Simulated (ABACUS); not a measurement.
# As (R-3m) in ABACUS: single point with r2SCAN

Aim: the single point of As with r2SCAN.

Program: ABACUS 3.10.1. These are calculated values, not measurements. Logs are shortened: lines on timing, memory, paths and dates and some standing lists are left out, and cuts for length are marked.

### Step 1. The crystal as given

It takes space group R-3m (No. 166, trigonal). The conventional cell has a = 3.762 Å, b = 3.762 Å, c = 10.542 Å, α = 90.00°, β = 90.00°, γ = 120.00°. Around As (site symmetry 3m) lie 3 As at 2.51 Å.

### Step 2. Single point, r2SCAN

run_abacus.py reads:

```python
"""ABACUS run from a structure file: ASE reads it, the script writes STRU, KPT and INPUT."""
import re
import subprocess
from ase.io import read
from ase.units import Bohr

atoms = read("As.cif")
atoms = atoms[(-atoms.numbers).argsort(kind="stable")]  # ABACUS lists atoms element by element
pseudo = {'As': 'As_ONCV_PBE-1.2.upf'}
orbital = {}
magmoms = None
kmesh = [6, 6, 6]
params = {
    'suffix': 'As',
    'calculation': 'scf',
    'basis_type': 'pw',
    'pseudo_dir': './',
    'symmetry': 1,
    'dft_functional': 'MGGA_X_R2SCAN+MGGA_C_R2SCAN',
    'ecutwfc': 97,
    'pseudo_rcut': 7,
    'nspin': 1,
    'nbands': 15,
    'ks_solver': 'dav',
    'smearing_method': 'fd',
    'smearing_sigma': 0.00367493,
    'scf_thr': 1e-08,
    'scf_nmax': 100,
    'mixing_type': 'broyden',
    'mixing_beta': 0.7,
    'cal_force': 1,
    'cal_stress': 1,
    'mixing_tau': 1,
    'out_chg': 1,
    'kpar': 4,
}

symbols = atoms.get_chemical_symbols()
elements = list(dict.fromkeys(symbols))
lines = ["ATOMIC_SPECIES"] + [f"{e} {atoms.get_masses()[symbols.index(e)]:.4f} {pseudo[e]}" for e in elements]
if orbital:
    lines += ["", "NUMERICAL_ORBITAL"] + [orbital[e] for e in elements]
lines += ["", "LATTICE_CONSTANT", f"{1 / Bohr:.10f}", "", "LATTICE_VECTORS"]
lines += [" ".join(f"{x:.10f}" for x in v) for v in atoms.cell]
lines += ["", "ATOMIC_POSITIONS", "Direct"]
for e in elements:
    lines += ["", e, "0.0", str(symbols.count(e))]
    for i, p in enumerate(atoms.get_scaled_positions(wrap=False)):
        if symbols[i] == e:
            mag = "" if magmoms is None else " mag " + " ".join(str(x) for x in (magmoms[i] if isinstance(magmoms[i], list) else [magmoms[i]]))
            lines.append(" ".join(f"{x:.10f}" for x in p) + " 1 1 1" + mag)
open("STRU", "w").write("\n".join(lines) + "\n")
open("KPT", "w").write("K_POINTS\n0\nGamma\n%d %d %d 0 0 0\n" % tuple(kmesh))
open("INPUT", "w").write("INPUT_PARAMETERS\n" + "".join(f"{k:<20s}{v}\n" for k, v in params.items()))

done = subprocess.run(['mpirun', '-np', '4', 'abacus'])
if done.returncode:
    raise SystemExit(done.returncode)
log = open("OUT.As/running_scf.log").read()
print("final energy (eV):", re.findall(r"FINAL_ETOT_IS (\S+)", log))
```

As.cif reads:

```cif
data_As
_cell_length_a 4.13100000
_cell_length_b 4.13100000
_cell_length_c 4.13100000
_cell_angle_alpha 54.16700000
_cell_angle_beta 54.16700000
_cell_angle_gamma 54.16700000
_space_group_name_H-M_alt 'P1'
_space_group_name_Hall 'P 1'
_space_group_IT_number 1
loop_
_space_group_symop_operation_xyz
'x,y,z'
loop_
_atom_site_label
_atom_site_type_symbol
_atom_site_symmetry_multiplicity
_atom_site_Wyckoff_symbol
_atom_site_fract_x
_atom_site_fract_y
_atom_site_fract_z
_atom_site_occupancy
As1 As 1 a 0.2260000000 0.2260000000 0.2260000000 1
As2 As 1 a 0.7740000000 0.7740000000 0.7740000000 1
```

Potentials or basis: SG15 ONCV 1.2 PBE, plane waves.

On the command line:

```bash
OMP_NUM_THREADS=1 python run_abacus.py > log
```

running log:

```text
ABACUS v3.10.1

               Atomic-orbital Based Ab-initio Computation at UStc

 ------------------------------------------------------------------------------------

 READING GENERAL INFORMATION
                           global_out_dir = OUT.As/
                           global_in_card = INPUT
                               pseudo_dir = ./
                              orbital_dir =
                                    DSIZE = 4
                                    GSIZE = 1

 READING UNITCELL INFORMATION
                                    ntype = 1
                  lattice constant (Bohr) = 1.88973
              lattice constant (Angstrom) = 1

 READING ATOM TYPE 1
                               atom label = As
                      L=0, number of zeta = 1
                      L=1, number of zeta = 1
                      L=2, number of zeta = 1
             number of atom for this type = 2

                        TOTAL ATOM NUMBER = 2
DIRECT COORDINATES
    atom                   x                   y                   z     mag                  vx                  vy                  vz
taud_As1            0.2260000000        0.2260000000        0.2260000000  0.0000        0.0000000000        0.0000000000        0.0000000000
taud_As2            0.7740000000        0.7740000000        0.7740000000  0.0000        0.0000000000        0.0000000000        0.0000000000

                          Volume (Bohr^3) = 290.59
                             Volume (A^3) = 43.0609

 Lattice vectors: (Cartesian coordinate: in unit of a_0)
               +4.131                  +0                  +0
             +2.41839            +3.34911                  +0
             +2.41839            +1.23667            +3.11243
 Reciprocal vectors: (Cartesian coordinate: in unit of 2 pi/a_0)
            +0.242072             -0.1748           -0.118639
                   -0           +0.298587           -0.118639
                   +0                  -0           +0.321293
 The esolver type has been set to : ksdft_pw

                PAO radial cut off (Bohr) = 7

 Read in pseudopotential file is As_ONCV_PBE-1.2.upf
                     pseudopotential type = NC
          exchange-correlation functional = PBE
                 nonlocal core correction = 0
                        valence electrons = 5
                                     lmax = 2
                           number of zeta = 0
                     number of projectors = 6
                           L of projector = 0
                           L of projector = 0
                           L of projector = 1
                           L of projector = 1
                           L of projector = 2
                           L of projector = 2
 XC functional updated to : MGGA_X_R2SCAN+MGGA_C_R2SCAN
          exchange-correlation functional = MGGA_X_R2SCAN+MGGA_C_R2SCAN
     initial pseudo atomic orbital number = 0

 SETUP THE ELECTRONS NUMBER
            electron number of element As = 5
      total electron number of element As = 10
            AUTOSET number of electrons:  = 10
                           occupied bands = 5
                                   NBANDS = 15
                                   NLOCAL = 18

 SETUP THE PLANE WAVE BASIS
 energy cutoff for charge/potential (unit:Ry) = 388
            fft grid for charge/potential = [ 50, 50, 50 ]
                        fft grid division = [ 1, 1, 1 ]
        big fft grid for charge/potential = [ 50, 50, 50 ]
                                     nbxx = 125000
                                     nrxx = 125000

 SETUP PLANE WAVES FOR CHARGE/POTENTIAL
                    number of plane waves = 37493
                         number of sticks = 1525

 PARALLEL PW FOR CHARGE/POTENTIAL
     PROC   COLUMNS(POT)             PW
        1           1525          37493
 --------------- sum -------------------
        1           1525          37493
                            number of |g| = 2680
                                  max |g| = 35.0961
                                  min |g| = 0

----------- Double Check Mixing Parameters Begin ------------
mixing_type: broyden
mixing_beta: 0.7
mixing_gg0: 1
mixing_gg0_min: 0.1
mixing_ndim: 8
----------- Double Check Mixing Parameters End ------------

 LATTICE VECTORS: (CARTESIAN COORDINATE: IN UNIT OF A0)
               +4.131                  +0                  +0
             +2.41839            +3.34911                  +0
             +2.41839            +1.23667            +3.11243
                       right hand lattice = 1
                                   NORM_A = 4.131
                                   NORM_B = 4.131
[... 27 lines left out ...]
                              POINT GROUP = D_3d
                                       C2 = 3
                                       C3 = 2
                                       C4 = 0
                                       C6 = 0
                                       S1 = 3
                                       S3 = 0
                                       S4 = 0
                                       S6 = 2
               POINT GROUP IN SPACE GROUP = D_3d

 SETUP K-POINTS
                                    nspin = 1
                   Input type of k points = Monkhorst-Pack(Gamma)
                                   nkstot = 216
                       right hand lattice = 1
(for reciprocal lattice: )
                             BRAVAIS TYPE = 7
                     BRAVAIS LATTICE NAME = 07. Rhombohedral (Trigonal) cell
                                    ibrav = 7
                       right hand lattice = 1
(for k-lattice: )
                             BRAVAIS TYPE = 7
                     BRAVAIS LATTICE NAME = 07. Rhombohedral (Trigonal) cell
                                    ibrav = 7
                       right hand lattice = 1
                        ROTATION MATRICES = 12
                               nkstot_ibz = 32
K-POINTS REDUCTION ACCORDING TO SYMMETRY
     IBZ    DIRECT_X    DIRECT_Y    DIRECT_Z  WEIGHT  ibz2bz
       1  0.00000000  0.00000000  0.00000000  0.0046       0
       2  0.16666667  0.00000000  0.00000000  0.0278       1
       3  0.33333333  0.00000000  0.00000000  0.0278       2
       4  0.50000000  0.00000000  0.00000000  0.0139       3
       5  0.16666667  0.16666667  0.00000000  0.0278       7
       6  0.33333333  0.16666667  0.00000000  0.0556       8
[... 22 lines left out ...]
      29 -0.33333333  0.33333333  0.33333333  0.0278      88
      30  0.50000000  0.50000000  0.33333333  0.0278      93
[... 2 further k points ...]

                               nkstot now = 32
[... K-POINTS DIRECT COORDINATES: 32 rows ...]

           k-point number in this process = 8
       minimum distributed K point number = 8
[... stars of the k points ...]

[... K-POINTS CARTESIAN COORDINATES: 8 rows ...]

[... K-POINTS DIRECT COORDINATES: 8 rows ...]

 SETUP PLANE WAVES FOR WAVE FUNCTIONS
     energy cutoff for wavefunc (unit:Ry) = 97
              fft grid for wave functions = [ 50, 50, 50 ]
                    number of plane waves = 5511
                         number of sticks = 417

 PARALLEL PW FOR WAVE FUNCTIONS
     PROC   COLUMNS(POT)             PW
        1            417           5511
 --------------- sum -------------------
        1            417           5511

 SETUP NONLOCAL PSEUDOPOTENTIALS IN PLANE WAVE BASIS
 As non-local projectors:
 projector 1 L=0
 projector 2 L=0
 projector 3 L=1
 projector 4 L=1
 projector 5 L=2
 projector 6 L=2
      TOTAL NUMBER OF NONLOCAL PROJECTORS = 36

 Init Non-Local PseudoPotential table :
 Init Non-Local-Pseudopotential done.

                                     npwx = 4693

 -------------------------------------------
 SELF-CONSISTENT
 -------------------------------------------
                                 init_chg = atomic

 PW ALGORITHM --------------- ION=   1  ELEC=   1--------------------------------
 Notice: Threshold on eigenvalues was too large.
 hsover_error=0.1 > DRHO=0.0112494
 Origin diag ethr = 0.01
 New diag ethr = 0.000112494

 Density error is 0.0111883077443
                          Error Threshold = 0.000112494351665
----------------------------------------------------------
     Energy           Rydberg                 eV
----------------------------------------------------------
 E_KohnSham     -25.3620243304       -345.0680437079
 E_Harris       -25.2547234191       -343.6081399136
 E_Fermi        0.5486903998         7.4653158748
----------------------------------------------------------
[... 51 lines left out ...]
 Density error is 4.07931983151e-09
                          Error Threshold = 3.65883170976e-10
----------------------------------------------------------
     Energy           Rydberg                 eV
----------------------------------------------------------
 E_KohnSham     -25.3673871754       -345.1410089573
 E_KS(sigma->0) -25.3673140658       -345.1400142499
 E_Harris       -25.3674293815       -345.1415832007
 E_band         0.4985157907         6.7826552962
 E_one_elec     6.0571832462         82.4122059787
 E_Hartree      1.4621995200         19.8942450847
 E_xc           -6.2931202054        -85.6222929930
 E_Ewald        -26.5935035169       -361.8231776130
 E_entropy(-TS) -0.0001462192        -0.0019894147
 E_descf        0.0000000000         0.0000000000
 E_exx          0.0000000000         0.0000000000
 E_Fermi        0.5574939455         7.5850942589
----------------------------------------------------------

 charge density convergence is achieved
 final etot is -345.14100896 eV
 EFERMI = 7.5850942589 eV

 STATE ENERGY(eV) AND OCCUPATIONS    NSPIN == 1
 1/8 kpoint (Cartesian) = 0.0000 0.0000 0.0000 (4665 pws)
       1       -8.33519     0.00925926
       2        1.39937     0.00925926
       3        4.92497     0.00925926
       4        5.38100     0.00925926
       5        5.38100     0.00925926
       6        9.28501    1.58957e-17
       7        10.6144    4.51201e-29
       8        10.6144    4.51201e-29
       9        14.9144    2.01827e-66
      10        14.9144    2.01827e-66
      11        15.5004    1.64211e-71
      12        16.9260    6.80240e-84
      13        16.9260    6.80240e-84
      14        17.1832    3.97006e-86
      15        17.3939    5.86355e-88
[... 71 lines left out ...]
       2       -1.51167       0.111111
       3        3.37799       0.111111
       4        3.90762       0.111111
       5        5.81971       0.111111
       6        9.60537    3.14694e-19
       7        10.5287    3.00329e-27
       8        10.9045    1.63444e-30
       9        13.0063    9.07535e-49
      10        16.6738    1.26483e-80
      11        17.8176        0.00000
      12        19.4612        0.00000
      13        20.6498        0.00000
      14        22.1810        0.00000
      15        24.0189        0.00000

[... levels at 2 further k points ...]

------------------------------------------------------------------------------------------
 TOTAL-FORCE (eV/Angstrom)
------------------------------------------------------------------------------------------
                       As1         0.2279123348         0.1165458250         0.0791009809
                       As2        -0.2279123348        -0.1165458250        -0.0791009809
------------------------------------------------------------------------------------------

----------------------------------------------------------------
 TOTAL-STRESS (KBAR)
----------------------------------------------------------------
        32.5559043039        -2.9738319344        -2.0183736576
        -2.9738319344        36.8507044180        -1.0321206325
        -2.0183736576        -1.0321206325        37.6708985529
----------------------------------------------------------------
 TOTAL-PRESSURE: 35.692502 KBAR

 --------------------------------------------
 !FINAL_ETOT_IS -345.1410089572526090 eV
 --------------------------------------------
```

Run time: 17 s. Hardware: 4 MPI ranks of AMD EPYC 9R45 (Zen 5), shared host; peak memory 0.48 GiB.

What came out:

```
Free energy            : -345.1410 eV
Pressure               : 3.6 GPa
Largest force          : 0.268 eV/Å
Band gap on the k mesh : none (metal or under the smearing width)
```

Forces in eV/Å, atoms in the order of the input:
```
As   0.228  0.117  0.079
As  -0.228 -0.117 -0.079
```

Caveat: the potentials were made for another functional, which shifts forces and pressure.

### Step 3. For comparison

An earlier run on the cell as given: functional PBEsol; potentials or basis PseudoDojo NC SR 0.4.1 PBEsol standard; cutoff 1143 eV; density cutoff 4572 eV; basis plane waves; k mesh 9 × 9 × 9; occupations fermi-dirac, width 0.05 eV; no spin polarisation.

* Pressure: 0.3 GPa
* Largest force: 0.373 eV/Å
* Band gap on the k mesh: none (metal or under the smearing width)
